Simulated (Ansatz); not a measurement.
In3As: balancing the decomposition

These are results of Ansatz, DFT PBE, scalar-relativistic, plane waves, PAW, not measurements. Settings: cutoff 420 eV, Γ-centred meshes spaced at most about 0.3 Å⁻¹, and about 0.25 Å⁻¹ or finer for metals (2π included), Gaussian smearing. No spin polarisation.

The zero of energy is the elements' standard structures at the same level; no fitted shifts are applied.

All energies are static (0 K, no zero-point motion). The reference form of As is held partly by dispersion forces, which this level lacks.

A trial structure of In3As (reached from: random cell; relaxed: space group P4/mmm (No. 123), a = 3.056 Å, c = 11.226 Å) has a formation energy of 0.124 eV/atom. At its composition the lowest mixture among the elements and 2 reference phases computed alike (others may be missing) consists of these:

```csv
phase,source,ΔE_f (eV/atom)
In (solid),element,-0.002
InAs (F-43m),Materials Project,-0.244
```

The lowest database cell of In (-0.002) lies slightly below the reference, hence the non-zero entry.

Task: Write the balanced decomposition and find its energy per atom, per formula unit and per mole of formula units.

Result: Balancing In and As gives In3As → 2 In + InAs. The left side holds 4 atoms, and the products take 2/4 (In) and 2/4 (InAs) of them. The mixture therefore lies at 2/4 × (-0.002) + 2/4 × (-0.244) = -0.123 eV/atom. The reaction energy is -0.123 − (0.124) = -0.247 eV/atom. Times 4 atoms that is -0.988 eV per In3As, and times 96.485 it is -95 kJ per mole of In3As. Decomposition is downhill, so the trial structure is unstable against this mixture.
